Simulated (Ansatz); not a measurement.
C:

```xyz
8
Lattice="2.5221 0.0000 0.0000 -1.2611 2.1842 0.0000 0.0000 0.0000 8.2371" Properties=species:S:1:pos:R:3 pbc="T T T"
C     1.2611    0.7281    6.9501
C     0.0000    1.4561    2.8315
C     1.2611    0.7281    5.4056
C     0.0000    1.4561    1.2870
C     0.0000    0.0000    7.4649
C     0.0000    0.0000    3.3463
C     0.0000    0.0000    4.8908
C     0.0000    0.0000    0.7722
```

This is a hexagonal form of diamond, not graphite.

Base run:

* Program: Ansatz 0.2.0
* Functional: PBE
* Potentials or basis: Ansatz PAW earlier set
* Cutoff: 800 eV
* Density cutoff: 3200 eV
* k mesh: 12 × 12 × 4
* Occupations: fermi-dirac, width 0.05 eV
* Spin: no spin polarisation

Its results: band gap on the k mesh 4.42 eV, indirect (least direct gap 5.19 eV); pressure 2.3 GPa; largest force 0.328 eV/Å.

Task: The run is repeated on the same cell with these changes: potentials or basis from Ansatz PAW earlier set to PseudoDojo stringent (PBE files); cutoff from 800 eV to 1116 eV; density cutoff from 3200 eV to 4463 eV. What comes out?

Result: Band gap on the k mesh 4.47 eV, indirect (least direct gap 5.22 eV); pressure 2.6 GPa; largest force 0.329 eV/Å.
